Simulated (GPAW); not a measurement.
## In: band structure with PBEsol

In:

```xyz
2
Lattice="3.3355 0.0000 0.0000 -1.6677 2.8886 0.0000 0.0000 0.0000 5.5091" Properties=species:S:1:pos:R:3 pbc="T T T"
In    1.6677    0.9629    4.1319
In    0.0000    1.9257    1.3773
```

This isn't the form of In at room conditions, which is tetragonal.

```yaml
Program: GPAW 26.7.0
Task: band structure
Functional: PBEsol
Potentials_or_basis: PAW data sets generated in the run's folder for this functional
Cutoff: 600 eV
Basis: pw
k_mesh: 9 × 9 × 5
Occupations: fermi-dirac, width 0.05 eV
Spin: spin-orbit coupling, no magnetisation
Maxiter: 150
Band_path: GMKGALHA,LM,KH
Band_points: 80
spin_axis_theta_degrees: 0
spin_axis_phi_degrees: 0
Soc_after_scf: second variation
```

```json
{
 "Pressure": "-1.7 GPa",
 "Band gap along the path": "none (metal or under the smearing width)"
}
```

Stress tensor (GPa, compression positive):
```
-1.62  0.00  0.00
 0.00 -1.62  0.00
 0.00  0.00 -1.90
```

Levels at the corners of the path, in eV from the Fermi level:
```csv
point,band 23,band 24,band 25,band 26,band 27,band 28,band 29,band 30
Γ,-4.47,-4.47,-3.42,-3.42,8.02,8.02,8.59,8.59
M,-4.15,-4.15,0.05,0.05,0.22,0.22,0.89,0.89
K,-3.32,-3.32,-1.83,-1.83,1.67,1.67,1.94,1.94
Γ,-4.47,-4.47,-3.42,-3.42,8.02,8.02,8.59,8.59
A,-8.14,-8.14,2.85,2.85,2.85,2.85,8.98,8.98
L,-3.59,-3.59,-2.68,-2.68,-2.68,-2.68,5.45,5.45
H,-2.44,-2.44,-1.47,-1.47,-1.29,-1.29,-0.54,-0.54
A,-8.14,-8.14,2.85,2.85,2.85,2.85,8.98,8.98
L,-3.59,-3.59,-2.68,-2.68,-2.68,-2.68,5.45,5.45
M,-4.15,-4.15,0.05,0.05,0.22,0.22,0.89,0.89
K,-3.32,-3.32,-1.83,-1.83,1.67,1.67,1.94,1.94
H,-2.44,-2.44,-1.47,-1.47,-1.29,-1.29,-0.54,-0.54
```

Wall time 59 s on 1 thread of Arm Neoverse V2, on a shared host, peak memory 0.37 GiB.

Caveat: spin-orbit coupling was added after a scalar SCF, so levels and gaps hold it while energy, forces, pressure and moments don't; this program's spin-orbit splittings come out too wide for heavy elements.
